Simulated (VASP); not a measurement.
# AlN in VASP: how settings move the PBE single point

The PBE single point of AlN built on the wurtzite prototype, under -2.0 % strain along z alone is repeated with altered inputs. Which of them can be trusted?

Code: VASP 6.6.1. PAW datasets, plane waves. Computed at 0 K without zero-point motion; spin polarisation is off.

**1. The cell**

The cell comes from an earlier relaxation with r2SCAN in another program, then strained, with the atoms relaxed again.

It is hexagonal, P6_3mc (No. 186); conventional cell a = 3.107 Å, c = 4.879 Å, 10.20 Å³ an atom. Al has 4 N at 1.88 Å; N has 4 Al at 1.88 Å.

Structure file:

```
CELL_PARAMETERS angstrom
3.10669 0.00000 0.00000
-1.55335 2.69048 0.00000
0.00000 0.00000 4.87902
ATOMIC_POSITIONS crystal
Al 0.33333 0.66667 0.99463
Al 0.66667 0.33333 0.49463
N 0.33333 0.66667 0.38037
N 0.66667 0.33333 0.88037
```

**2. Baseline**

INCAR

```
ENCUT = 520.000000
SIGMA = 0.020000
EDIFF = 1.00e-07
GGA = PE
PREC = Accurate
IBRION = -1
ISIF = 2
ISMEAR = -1
NBANDS = 16
NELM = 120
NSW = 0
LASPH = .TRUE.
LCHARG = .TRUE.
LELF = .TRUE.
LWAVE = .FALSE.
LREAL = .FALSE.
```

KPOINTS

```
KPOINTS created by Atomic Simulation Environment
0
Gamma
12 12 6
0 0 0
```

POSCAR

```
Al N
 1.0000000000000000
     3.1066937601931870    0.0000000000000000    0.0000000000000000
    -1.5533468800965935    2.6904757181059007    0.0000000000000000
     0.0000000000000000    0.0000000000000000    4.8790197208999997
 Al  N
   2   2
Cartesian
  0.0000000000000001  1.7936504787372674 -0.0261923503585143
  1.5533468800965939  0.8968252393686337  2.4133175100914861
  0.0000000000000001  1.7936504787372674  1.8558247456960146
  1.5533468800965939  0.8968252393686337  4.2953346061460147
```

A file KPOINTS_OPT adds named points for the levels; it doesn't enter the self-consistent loop.

Potentials: the recommended PBE PAW datasets, 16 valence electrons.

Started as:

```bash
$ mpirun -np 1 vasp_std
```

**3. Try 1**

INCAR

```
SIGMA = 0.020000
EDIFF = 1.00e-07
GGA = PE
PREC = Accurate
IBRION = -1
ISIF = 2
ISMEAR = -1
NBANDS = 16
NSW = 0
LASPH = .TRUE.
LCHARG = .FALSE.
LWAVE = .FALSE.
LREAL = .FALSE.
ENCUT = 800
IVDW = 20
NELM = 60
```

KPOINTS is that of step 2.

POSCAR is that of step 2.

**4. Try 2**

INCAR, as its differences from that of step 2:

```diff
@@ -12,4 +12,3 @@
 LASPH = .TRUE.
-LCHARG = .TRUE.
-LELF = .TRUE.
+LCHARG = .FALSE.
 LWAVE = .FALSE.
```

KPOINTS

```
KPOINTS created by Atomic Simulation Environment
0
Gamma
10 10 5
0 0 0
```

POSCAR is that of step 2.

**5. Try 3**

INCAR

```
ENCUT = 520.000000
EDIFF = 1.00e-07
PREC = Accurate
IBRION = -1
ISIF = 2
NBANDS = 16
NELM = 120
NSW = 0
LASPH = .TRUE.
LCHARG = .FALSE.
LWAVE = .FALSE.
LREAL = .FALSE.
METAGGA = RSCAN
ISMEAR = -1
SIGMA = 0.2
```

KPOINTS is that of step 2.

POSCAR is that of step 2.

Before running it: what results should come out? Wanted: for each run, changed; ending; energy change; pressure; electronic steps; usable.

As calculated:

| run | changed | ending | energy change (meV/atom) | pressure (GPa) | gap on the mesh (eV; negative: overlap) | electronic steps | time | usable |
| --- | --- | --- | --- | --- | --- | --- | --- | --- |
| ref. | – | converged | 0 | 8.5 | 4.31 | 14 | 26 s | yes |
| 1 | ENCUT = 800, IVDW = 20, NELM = 60 | converged | – | 3.9 | 4.31 | 14 | 80 s | yes |
| 2 | mesh 10×10×5 | converged | 0.0 | 8.5 | 4.31 | 14 | 15 s | yes |
| 3 | METAGGA = RSCAN, ISMEAR = -1, SIGMA = 0.2 | converged | – | 2.8 | 4.98 | 16 | 87 s | no |

**Reading.** Of 3 altered inputs, 1 ended normally on a faulty or unsound input, 2 gave usable results.
